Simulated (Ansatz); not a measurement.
The system is CdGeAs2.

```xyz
8
Lattice="-2.9889 2.9889 5.6643 2.9889 -2.9889 5.6643 2.9889 2.9889 -5.6643" Properties=species:S:1:pos:R:3 pbc="T T T"
Cd    0.0000    0.0000    5.6643
Cd    2.9889    0.0000    2.8321
As    1.4944    1.3224   -1.4161
As    1.6665   -1.4944    7.0804
As    1.4944    1.6665    4.2482
As    1.3224    4.4833    1.4161
Ge    0.0000    2.9889    2.8321
Ge    0.0000    0.0000    0.0000
```

The cell is a database's computed one.

| Quantity | Value |
| --- | --- |
| Program | Ansatz 0.2.0 |
| Task | single point |
| Functional | PBE |
| Potentials or basis | Ansatz PAW |
| Cutoff | 420 eV (not typed: the program's choice for these potentials) |
| k mesh | 6 × 6 × 6 |
| Occupations | fermi-dirac, width 0.05 eV |
| Spin | no spin polarisation |

On this cell: pressure 2.2 GPa; largest force 0.143 eV/Å; band gap on the k mesh 0.19 eV, indirect (least direct gap 0.21 eV).

The same run follows on a disturbed copy (atoms moved at random, drawn with an rms of 0.05 Å):

```xyz
8
Lattice="-2.9889 2.9889 5.6643 2.9889 -2.9889 5.6643 2.9889 2.9889 -5.6643" Properties=species:S:1:pos:R:3 pbc="T T T"
Cd    0.0357    0.0070    5.6941
Cd    2.9618    0.0435    2.8033
As    1.4634    1.2937   -1.4095
As    1.6623   -1.5288    7.0702
As    1.5322    1.6718    4.2403
As    1.2944    4.4782    1.4611
Ge    0.0109    2.9809    2.8095
Ge    0.0105   -0.0080    0.0158
```

Task: What changes?

Result: The energy moves by +9.2 meV/atom; pressure 2.3 GPa; largest force 0.679 eV/Å; band gap on the k mesh 0.16 eV, indirect (least direct gap 0.19 eV).

Forces in eV/Å, atoms in the order of the input:
```
Cd  -0.247  0.031 -0.208
Cd   0.167 -0.336  0.178
As   0.350  0.492 -0.168
As   0.027  0.231  0.099
As  -0.383 -0.122  0.114
As   0.510  0.102 -0.420
Ge  -0.389 -0.264  0.490
Ge  -0.036 -0.134 -0.084
```

Stress tensor (GPa, compression positive):
```
 2.38  0.32 -0.57
 0.32  2.44 -0.36
-0.57 -0.36  2.20
```

A k mesh can miss the band edges.
